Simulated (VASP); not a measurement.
Set up this calculation in VASP 6.6.1, as the native input.

* Task: single point
* Functional: PBEsol
* Potentials or basis: VASP PAW PBE potentials, release 64 (In_d, As)
* Cutoff: 520 eV
* k mesh: 8 × 8 × 8
* Occupations: gaussian, width 0.05 eV
* Spin: no spin polarisation
* Further INCAR settings: ALGO = Normal; EDIFF = 1e-06; NBANDS = 16

The structure of InAs lies in POSCAR:

```
InAs
1.0
    0.0000000000      3.0180000000      3.0180000000
    3.0180000000      0.0000000000      3.0180000000
    3.0180000000      3.0180000000      0.0000000000
In As
1 1
Direct
    0.0000000000      0.0000000000      0.0000000000
    0.7500000000      0.7500000000      0.7500000000
```

The input as run:

INCAR

```
SYSTEM = InAs
  PREC = Accurate
  ENCUT = 520
  EDIFF = 1E-6
  ISMEAR = 0
  SIGMA = 0.05
  LREAL = .False.
  LASPH = .True.
  NELM = 60
  ALGO = Normal
  ISIF = 2
  LWAVE = .False.
  LCHARG = .False.
  GGA = PS
  NBANDS = 16
```

KPOINTS

```
Automatic mesh
0
Gamma
  8 8 8
  0 0 0
```

Potentials or basis: VASP PAW PBE potentials, release 64 (In_d, As).

Command:

```console
$ cat potpaw_PBE.64/In_d/POTCAR potpaw_PBE.64/As/POTCAR > POTCAR
$ mpirun -np 1 vasp_std > vasp.out
```

It gave:

```
Pressure               : 1.6 GPa
Band gap on the k mesh : none (metal or under the smearing width)
```

Caveat: the PAW data sets were made with another functional, which shifts forces and pressure a little; this crystal is a semiconductor, whose small gap the functional closes, so the metal is an error of the method.

Run time: 25 s on 1 thread of Intel(R) Xeon(R) Platinum 8488C (Sapphire Rapids) (shared host), peak memory 0.18 GiB.
